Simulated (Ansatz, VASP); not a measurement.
## Two plane-wave programs on BN

```
B N
1.0
     2.54395    0.00000    0.00000
    -1.27197    2.20312    0.00000
     0.00000    0.00000    4.20782
B N
2 2
Cartesian
  1.2720 0.7344 0.0009
  0.0000 1.4687 2.1048
  1.2720 0.7344 1.5771
  0.0000 1.4687 3.6810
```

Alike in both runs: task single point; functional PBE; k mesh 9 × 9 × 4; no spin polarisation.

|  | VASP | Ansatz |
| --- | --- | --- |
| version | VASP 6.6.1 | Ansatz 0.2.0 |
| potentials or method | VASP PAW PBE potentials, release 64 (B, N) | plane waves, PAW |
| plane-wave cutoff (eV) | 520 | 420 |
| occupations | gaussian, width 0.01 eV | fixed |
| valence electrons in the cell | 16 | 16 |

|  | VASP | Ansatz | Ansatz less VASP |
| --- | --- | --- | --- |
| gap on the k mesh at the Fermi level (eV) | 5.19 | 5.21 | +0.018 |

Caveats: an odd mesh through Γ misses points on the zone boundary, where band edges often lie. PBE gaps usually lie below the measured ones, often by a third to a half.
